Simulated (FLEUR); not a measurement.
Crystal: Zn.

```
Zn
1.0
     0.00000    1.96478    1.96478
     1.96478    0.00000    1.96478
     1.96478    1.96478    0.00000
Zn
1
Cartesian
  0.0000 0.0000 0.0000
```

This isn't the form of Zn at room conditions, which is hcp.

* Program: FLEUR MaX-R8.1 (later development tree)
* Task: single point
* Functional: PBEsol
* Potentials or basis: all-electron
* Basis: FLAPW
* Kmax: 4.12 1/bohr
* k mesh: 12 × 12 × 12
* Occupations: fermi-dirac, width 0.05 eV
* Spin: no spin polarisation
* Gmax: 12.8 1/bohr
* Muffin-tin radii: Zn 2.38 bohr
* lmax: Zn 10
* lnonsphr: Zn 10
* Local orbitals a species: Zn 6
* Max iterations: 60
* Mixing factor: 0.05
* Mixer: Anderson
* Mixer history: 15

On this cell: band gap on the k mesh none (metal or under the smearing width).

The same run follows on a disturbed copy (cell strained at random at fixed volume):

```
Zn
1.0
     0.00399    2.00457    1.96702
     1.95665   -0.00432    1.97532
     1.92741    1.98363    0.02492
Zn
1
Cartesian
  0.0418 -0.0358 -0.0315
```

Task: What does the disturbed cell give?

Result: The energy (extrapolated to zero smearing) moves by -0.1 meV/atom; band gap on the k mesh none (metal or under the smearing width).
